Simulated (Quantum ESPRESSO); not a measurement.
# FeO in Quantum ESPRESSO: the effect of functional

FeO:

```
CELL_PARAMETERS angstrom
1.51768 0.87623 2.51579
-1.51768 0.87623 2.51579
0.00000 -1.75247 2.51579
ATOMIC_POSITIONS crystal
Fe 0.00000 0.00000 0.00000
O 0.50000 0.50000 0.50000
```

Alike in all runs:

| Property | Result |
| --- | --- |
| Program | Quantum ESPRESSO 7.5 |
| Task | single point |
| Potentials or basis | PseudoDojo 0.4.1 SR PBEsol standard |
| Cutoff | 1225 eV |
| Density cutoff | 4898 eV |
| k mesh | 8 × 8 × 8 |
| Occupations | gaussian, width 0.05 eV |
| Spin | collinear spin, ferromagnetic start |
| Starting moments | [4.0, 0.0] μB |
| Hubbard terms | Fe d U = 3 eV |

Problem. One run gave: pressure -13.7 GPa. Which functional did it use?
A. revPBE
B. PBE
C. PBEsol
D. LDA
E. PW91

Solution. D.

| functional | pressure (GPa) |
| --- | --- |
| LDA | -13.7 |
| PBEsol | -7.2 |
| PBE | 0.8 |
| revPBE | 4.7 |
| RPBE | 6.1 |
| PW91 | 0.3 |

Caveats: a cell with one magnetic atom can't hold antiferromagnetic order, which such compounds often take; the potentials were made for another functional, which shifts forces and pressure (some runs).
